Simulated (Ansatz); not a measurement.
SrO and the effect of the share of exact exchange

It takes space group Fm-3m (No. 225, cubic). The conventional cell has a = 5.133 Å, b = 5.133 Å, c = 5.133 Å, α = 90.00°, β = 90.00°, γ = 90.00°. Sr (site symmetry m-3m) is surrounded by 6 O at 2.57 Å. O (site symmetry m-3m) is surrounded by 6 Sr at 2.57 Å.

Kept alike: task single point; k mesh 5 × 5 × 5; occupations fermi-dirac, width 0.05 eV; no spin polarisation. Program: Ansatz, Ansatz PAW, cutoff 420 eV. The mesh is that of the run's cell of 2 atoms. No spin-orbit coupling.

```tsv
share of exact exchange, α	pressure (GPa)
0	3.33
0.1	?
0.15	1.99
0.25	1.12
0.35	0.26
0.5	-1.03
```

The k mesh is coarse, so the values aren't converged. Pressure is positive in compression, with a Pulay correction for the finite cutoff. All rows use potentials made for PBE. The mesh is thin for exact exchange.

Task: Fit the rows shown and predict the run at 0.1.

Result: A least-squares line through the rows shown is pressure = -8.71 α + 3.312 (largest miss 0.018); at α = 0.1 it gives 2.44 GPa. The run gave: pressure 2.43 GPa.
